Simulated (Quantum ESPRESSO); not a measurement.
**CuO (Tenorite) in Quantum ESPRESSO: the effect of target pressure**

The system is CuO (Tenorite).

```
CELL_PARAMETERS angstrom
2.34185 -1.71130 0.00000
2.34185 1.71130 0.00000
-0.85003 0.00000 5.05787
ATOMIC_POSITIONS crystal
Cu 0.50000 0.00000 0.50000
Cu 0.00000 0.50000 0.00000
O 0.41840 0.58160 0.75000
O 0.58160 0.41840 0.25000
```

Alike in all runs:

```yaml
Program: Quantum ESPRESSO 7.5
Task: relaxation of cell and atoms
Functional: PBEsol
Potentials_or_basis: GBRV 1.5 PBEsol
Cutoff: 871 eV
Density_cutoff: 7007 eV
k_mesh: 6 × 6 × 3
Occupations: fermi-dirac, width 0.05 eV
Spin: no spin polarisation
```

Each run relaxes the cell or the atoms first.

```tsv
target pressure	relaxed volume (Å³/atom)
0 GPa	?
2 GPa	10.53
5 GPa	10.34
10 GPa	9.61
20 GPa	8.80
30 GPa	8.36
```

Task: What does the run with target pressure 0 GPa give?

Result: Relaxed volume 10.67 Å³/atom.

Worked out: A parabola through the other rows of the relaxed volume, of slope -0.142 Å³/atom per GPa there, extrapolates to 10.88 Å³/atom, against the run's 10.67. The fit is too stiff a form for this range.

Caveats: all runs use coarse meshes; the run has no spin polarisation, though such a crystal can be magnetic; the volume moved by over 15 % at a fixed basis, so the end points are rough (some runs).
